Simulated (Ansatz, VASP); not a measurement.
# Two plane-wave programs on RbBr

The input INCAR:

```
SYSTEM = RbBr
ALGO = Fast
EDIFF = 1E-6
ENCUT = 520
GGA = PE
ISIF = 2
ISMEAR = 0
LASPH = .TRUE.
LCHARG = .FALSE.
LREAL = .FALSE.
LWAVE = .FALSE.
NBANDS = 15
NELM = 100
PREC = Accurate
SIGMA = 0.1
```

The input KPOINTS:

```
k-points
0
G
  4 4 4
  0 0 0
```

File POSCAR:

```
RbBr
1.0
    0.0000000000      3.4275000000      3.4275000000
    3.4275000000      0.0000000000      3.4275000000
    3.4275000000      3.4275000000      0.0000000000
Rb Br
1 1
Direct
    0.0000000000      0.0000000000      0.0000000000
    0.5000000000      0.5000000000      0.5000000000
```

Input for Ansatz:

```yaml
crystal:
  lattice:
    - [0.0, 3.4275, 3.4275]
    - [3.4275, 0.0, 3.4275]
    - [3.4275, 3.4275, 0.0]
  atoms:
    - { symbol: Rb, position: [0.0, 0.0, 0.0] }
    - { symbol: Br, position: [0.5, 0.5, 0.5] }
basis:
  ecutwfc: 420
kpoints:
  mp_grid: { grid: [4, 4, 4] }
hamiltonian:
  xc: pbe
scf:
  occupations: { method: gaussian, width: 0.1 }
output:
  forces: true
  stress: true
  eigenvalues: true
```

Alike in both runs: task single point; functional PBE; k mesh 4 × 4 × 4; occupations gaussian, width 0.1 eV; no spin polarisation.

```csv
,VASP,Ansatz
version,VASP 6.6.1,Ansatz 0.2.0
potentials or method,"VASP PAW PBE potentials, release 64 (Rb_sv, Br)","scalar-relativistic, plane waves, PAW"
plane-wave cutoff (eV),520,420
valence electrons in the cell,16,16
```

```tsv
	VASP	Ansatz	Ansatz less VASP
gap on the k mesh at the Fermi level (eV)	4.36	4.36	+0.002
least direct gap on the mesh (eV)	4.36	4.36	+0.002
pressure (GPa)	1.0	1.0	-0.03
```
